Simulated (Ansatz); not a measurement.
# Dielectric function and optical constants of W2C, part 2 of 2

Aim: the dielectric function of W2C, and the optical constants that follow from it.

Ansatz 0.2.0; DFT, PBE, plane-wave PAW, default files, scalar-relativistic, independent-particle optical response without local fields.

So far. Step 2 (Ground state and bands): There are states at the Fermi level within the smearing, so the occupations stay smeared and the carriers get a Drude term. The cell is left with a pressure of -1.8 GPa and forces up to 0.08 eV/Å, as it stands unrelaxed at this level.

### 3. Spectrum

The spectrum is a sum over vertical transitions between filled and empty bands at the fixed density, so many empty bands are needed.

This step: DFT, PBE, plane-wave PAW, default files, scalar-relativistic, independent-particle optical response without local fields (Ansatz 0.2.0).

input.yaml reads:

```yaml
crystal:
  lattice:
    - [3.070045642, 0.0, 0.0]
    - [-1.535022821, 2.6587375167, 0.0]
    - [0.0, 0.0, 4.678428]
  atoms:
    - { symbol: W, position: [0.6666666667, 0.3333333333, 0.253669] }
    - { symbol: W, position: [0.3333333333, 0.6666666667, 0.746331] }
    - { symbol: C, position: [0.0, 0.0, 0.0] }
kpoints:
  mp_grid: { grid: [11, 11, 6] }
scf:
  occupations: { method: fermi_dirac, width: 0.05 }
hamiltonian:
  xc: pbe
  pseudopotentials: { kind: paw }
output:
  optics:
    e_range: [0, 20]
    de: 0.05
    sigma: 0.1
    drude_damping: 0.03
    nscf_kmesh: { grid: [15, 15, 7] }
    bands: { spectra_wanted_up_to: 20 }
```

Launch:

```sh
$ ansatz run input.yaml --threads 4 --pin off --max-ram 8192MiB --backend cpu --events-out ev --progress --plain --runs-dir out
```

Numbers of over 12 decimals in the logs are rounded to 6 here.

Output:

```text
[...]
Crystal: 3 atoms, lattice volume = 38.187 Å³
Basis set: ecut = 420 eV, 735 PW (Γ)
Bands: 20, of which v1, the nominal top of the filled ones, is band 16 counted from 1 (15 counted from 0)
Symmetry: 12 space group operations
[...]
k-points: 84 of 726
[...]
SCF iter   1: F=—  HF=-21020.476110 eV  |F-HF|=—  |Δ(HF+E_count)|=         —  Δρ=5.61e-3  dr2=6.72e-3  ethr=1.77e-3  ⟨swp⟩=5.9  Hψ=7928  notcnv=0
[...]
SCF iter   8: F=-21020.476443 eV  HF=-21020.476443 eV  |F-HF|=3.64e-12  |Δ(HF+E_count)|=  1.13e-10  Δρ=1.26e-7  dr2=4.54e-12  ethr=1.00e-12  ⟨swp⟩=3.0  Hψ=4433  notcnv=0
SCF 1 converged in 8 iterations: F = -21020.476443 eV  dr2 = 4.54e-12
[...]
NSCF: frozen V_eff on 165 k-points
output.optics: what the bands over the 43 summed would add to eps1, eps2 and the energy-loss function is held between a lower and an upper bound (6 Lanczos steps). eps1, eps2 and their loss function (loss_summed_bands) are given on every row as the summed bands alone make them. Along an axis, on a row where the two bounds hold the loss function to about 1 % of the greater of itself and 0.5 % of |1/eps|, its cell (loss_completed) is given, with the completed eps1 and eps2 that it is formed of (a cell that is left empty reads nan in the table and null in the record). The two bounds hold it so along every axis on all 400 rows up to 20.000 eV. [rest of the remark cut]
SCF converged after 8 iterations
Free energy (F): -21020.476443 eV
[...]
Internal energy: -21020.467304 eV  (E = F + TS)
E sigma→0 (E₀):  -21020.471873 eV
Entropy (-TS):   -0.009140 eV (-3.047 meV/atom)
Fermi energy:    21.281312 eV
[...]
--- Band table (eV; the first three rows and the last of 84) ---
  k-point 0: bands = [... 12 lower, 17.3553, 19.8654, 19.9847, 19.9847, 20.2661, 20.2661, 21.8885, 21.8885]
  k-point 1: bands = [... 12 lower, 17.4390, 19.5586, 19.6826, 19.6826, 20.6076, 20.6076, 22.3436, 22.3436]
  k-point 2: bands = [... 12 lower, 17.7355, 18.9831, 19.2233, 19.2233, 21.5599, 21.5599, 22.9565, 22.9565]
  k-point 83: bands = [... 12 lower, 18.3115, 18.4893, 18.6480, 20.5935, 21.8643, 22.2746, 24.3530, 24.8346]
```

Wall time 58 s (4 threads of Intel Xeon Platinum 8488C (Sapphire Rapids), shared host); peak memory 1.4 GiB.

Read-outs, printed or worked out from the files:

```
main peak of the optical conductivity above 1 eV, first axis : 4.397 eV
Drude plasma energy, first axis                              : 6.383 eV
bands summed                                                 : 43
spectra valid up to                                          : 31.18 eV
program's estimate of the k-sum error in Im epsilon          : 0.14 %
electrons in the f-sum                                       : 28.41
```

The Im ε has structure finer than the step of the table below, so its rows give means over 0.5 eV, whole bins alone (the curve runs from 0.3 to 20 eV). Peaks (eV: height): E ∥ x or y 0.80: 73.6; E ∥ z 0.75: 61.1, 2.20: 29.7.

Table of Im ε by photon energy; means over each step:

| photon energy (eV) | E ∥ x or y | E ∥ z |
| --- | --- | --- |
| 1.0 | 54.6 | 38.9 |
| 1.5 | 32.6 | 22.2 |
| 2.0 | 21.2 | 19.4 |
| 2.5 | 13.6 | 17.0 |
| 3.0 | 15.2 | 15.3 |
| 3.5 | 16.6 | 15.5 |
| 4.0 | 18.7 | 11.5 |
| 4.5 | 17.3 | 11.3 |
| 5.0 | 15.2 | 10.2 |
| 5.5 | 10.8 | 10.3 |
| 6.0 | 8.94 | 11.1 |
| 6.5 | 7.81 | 12.3 |
| 7.0 | 5.81 | 10.8 |
| 7.5 | 6.85 | 10.7 |
| 8.0 | 6.60 | 8.75 |
| 8.5 | 6.36 | 7.36 |
| 9.0 | 6.52 | 5.71 |
| 9.5 | 6.22 | 5.46 |
| 10.0 | 6.20 | 4.93 |
| 10.5 | 4.63 | 4.10 |
| 11.0 | 3.63 | 3.41 |
| 11.5 | 3.43 | 2.90 |
| 12.0 | 3.28 | 2.93 |
| 12.5 | 3.62 | 3.29 |
| 13.0 | 3.97 | 3.57 |
| 13.5 | 3.36 | 3.54 |
| 14.0 | 2.89 | 3.43 |
| 14.5 | 3.20 | 4.03 |
| 15.0 | 2.69 | 3.44 |
| 15.5 | 1.82 | 2.29 |
| 16.0 | 1.52 | 1.73 |
| 16.5 | 1.35 | 1.50 |
| 17.0 | 1.20 | 1.08 |
| 17.5 | 1.15 | 1.00 |
| 18.0 | 0.984 | 0.905 |
| 18.5 | 0.889 | 0.727 |
| 19.0 | 0.942 | 0.706 |
| 19.5 | 0.990 | 0.768 |

The Re ε by photon energy:

```
photon energy (eV)  E ∥ x or y    E ∥ z
               0.5        -104     -192
               1.0       -34.5    -53.0
               1.5       -12.5    -18.5
               2.0       -9.64     3.18
               2.5       -1.14    -6.20
               3.0        3.53   -0.115
               3.5        4.50  -0.0864
               4.0        2.65    -2.67
               4.5       -2.41    0.521
               5.0       -3.64    0.791
               5.5       -4.43     2.57
               6.0       -2.98     1.28
               6.5       -3.73   -0.652
               7.0       -2.13    -1.15
               7.5      -0.806    -2.77
               8.0       -1.08    -3.38
               8.5       -1.38    -4.43
               9.0       -1.38    -3.23
               9.5       -1.35    -2.78
              10.0       -2.65    -3.39
              10.5       -3.03    -2.58
              11.0       -2.19    -2.66
              11.5       -1.68    -1.74
              12.0       -1.31    -1.13
              12.5      -0.794   -0.682
              13.0       -1.40    -1.02
              13.5       -2.01    -1.11
              14.0       -1.53    -1.12
              14.5       -1.85    -1.54
              15.0       -2.24    -2.91
              15.5       -2.12    -2.55
              16.0       -1.65    -2.09
              16.5       -1.38    -1.96
              17.0       -1.18    -1.72
              17.5       -1.04    -1.24
              18.0      -0.902    -1.16
              18.5      -0.628   -0.943
              19.0      -0.483   -0.653
              19.5      -0.344   -0.488
              20.0      -0.232   -0.427
```

The refractive index n and extinction k by photon energy:

```
photon energy (eV)  n, E ∥ x or y  k, E ∥ x or y  n, E ∥ z  k, E ∥ z
                 1           3.81           7.00      2.32      7.64
                 2           2.56           4.02      3.17      2.62
                 3           3.14           2.51      2.78      2.80
                 4           3.29           2.86      2.10      2.66
                 5           2.52           3.16      2.36      2.19
                 6           1.75           2.46      2.47      2.20
                 7           1.40           2.02      2.19      2.44
                 8           1.66           1.96      1.75      2.54
                 9           1.66           2.03      1.25      2.19
                10           1.43           2.17      1.13      2.16
                11          1.000           1.79     0.896      1.86
                12           1.05           1.56     0.998      1.46
                13           1.23           1.71      1.17      1.54
                14          0.903           1.53      1.10      1.53
                15          0.827           1.71     0.921      1.94
                16          0.550           1.40     0.551      1.55
                17          0.493           1.19     0.382      1.37
                18          0.462           1.06     0.390      1.15
                19          0.559          0.892     0.397     0.900
                20          0.662          0.819     0.496     0.821
```

Values under 1 per cm are given as 1. Absorption coefficient against photon energy:

```csv
photon energy (eV),E ∥ x or y (1/cm),E ∥ z (1/cm)
0.500,5.4e5,7.1e5
1.000,7.1e5,7.7e5
1.500,7.5e5,7.5e5
2.000,8.2e5,5.3e5
2.500,6.7e5,8.5e5
3.000,7.6e5,8.5e5
3.500,9.0e5,9.9e5
4.000,1.2e6,1.1e6
4.500,1.4e6,1.1e6
5.000,1.6e6,1.1e6
5.500,1.6e6,1.1e6
6.000,1.5e6,1.3e6
6.500,1.6e6,1.7e6
7.000,1.4e6,1.7e6
7.500,1.5e6,2.0e6
8.000,1.6e6,2.1e6
8.500,1.7e6,2.2e6
9.000,1.9e6,2.0e6
9.500,1.9e6,2.0e6
10.000,2.2e6,2.2e6
10.500,2.2e6,2.1e6
11.000,2.0e6,2.1e6
11.500,1.9e6,1.9e6
12.000,1.9e6,1.8e6
12.500,1.9e6,1.8e6
13.000,2.3e6,2.0e6
13.500,2.4e6,2.1e6
14.000,2.2e6,2.2e6
14.500,2.5e6,2.6e6
15.000,2.6e6,2.9e6
15.500,2.4e6,2.7e6
16.000,2.3e6,2.5e6
16.500,2.2e6,2.5e6
17.000,2.1e6,2.4e6
17.500,2.0e6,2.1e6
18.000,1.9e6,2.1e6
18.500,1.7e6,1.9e6
19.000,1.7e6,1.7e6
19.500,1.7e6,1.6e6
20.000,1.7e6,1.7e6
```

The reflectivity at normal incidence has structure finer than the step of the table below, so its rows give means over 1 eV, whole bins alone (the curve runs from 0.3 to 20 eV). Peaks (eV: height): E ∥ x or y 5.2: 58.0, 10.6: 49.1, 13.6: 43.2, 15.4: 54.3; E ∥ z 2.3: 65.3, 4.5: 45.3, 8.5: 53.8, 16.9: 59.6.

The reflectivity at normal incidence by photon energy; means over each step:

```csv
photon energy (eV),E ∥ x or y (%),E ∥ z (%)
1,76.8,84.8
2,62.4,61.9
3,45.6,50.3
4,50.6,47.2
5,54.9,41.3
6,51.0,42.1
7,42.9,46.8
8,39.8,50.9
9,39.7,49.9
10,45.1,48.3
11,44.7,46.6
12,36.0,34.9
13,37.6,33.0
14,39.8,34.7
15,48.1,48.2
16,50.4,54.5
17,45.4,56.6
18,42.2,51.8
19,31.1,43.3
```

Optical constants at common wavelengths, from n + ik = √ε:

| wavelength (nm) | n xy | k xy | R (%) xy | 1/α xy | n z | k z | R (%) z | 1/α z |
| --- | --- | --- | --- | --- | --- | --- | --- | --- |
| 1064 | 3.29 | 5.872 | 75.1 | 14 nm | 2.16 | 6.340 | 82.8 | 13 nm |
| 800 | 3.33 | 4.886 | 68.8 | 13 nm | 2.36 | 4.872 | 73.1 | 13 nm |
| 633 | 2.62 | 4.142 | 65.4 | 12 nm | 2.78 | 2.625 | 47.6 | 19 nm |
| 532 | 2.31 | 3.135 | 55.5 | 14 nm | 2.64 | 4.123 | 65.1 | 10 nm |
| 365 | 3.28 | 2.467 | 46.2 | 12 nm | 2.76 | 2.766 | 49.3 | 10 nm |
| 308 | 3.28 | 2.894 | 50.8 | 8.5 nm | 2.08 | 2.607 | 48.9 | 9.4 nm |
| 248 | 2.52 | 3.161 | 55.0 | 6.2 nm | 2.36 | 2.188 | 41.3 | 9.0 nm |

A polished face would reflect 58 % of daylight and look faintly yellow (CIE x = 0.332, y = 0.356 under D65).

### 4. Results

```json
{
 "gap on the path": "0 eV",
 "main peak of the optical conductivity above 1 eV, first axis": "4.40 eV",
 "Drude plasma energy, first axis": "6.38 eV"
}
```

**Reading.** At this level (PBE, independent particles) W2C is a metal with a Drude plasma energy of 6.4 eV along x, 6.4 eV along y and 7.9 eV along z; it reflects 59 % at 550 nm for E ∥ x. Along x the bare Drude plasma energy is 6.4 eV; Re ε first rises through zero at 2.55 eV, far lower, because interband transitions screen the carriers. Im ε is 13 there, so the loss peak at that energy is weak. A polished face would reflect 58 % of daylight and look faintly yellow (CIE x = 0.332, y = 0.356 under D65). In the base run ε includes the program's bounded estimate of what the bands above those summed add. The carriers' damping of 0.03 eV is typed, not computed; at 0.8 eV the carriers give 3 % of Im ε along the first axis; the rest comes from the sum over bands, which at low energy also holds close bands and the noise of the mesh. Spin-orbit coupling is left out although heavy atoms are present. The Fermi-Dirac width of 0.05 eV acts as an electron temperature of 580 K in the carriers' term.

[Logs are printed without paths, hosts, clocks, repeated set-up lines and the standing remarks that a program may print on its own settings, such as how far it seeks lower states.]

[Hosts, paths, dates, database ids (printed as entryN), source tags and the programs' standing remarks are cut or masked in the printed files.]
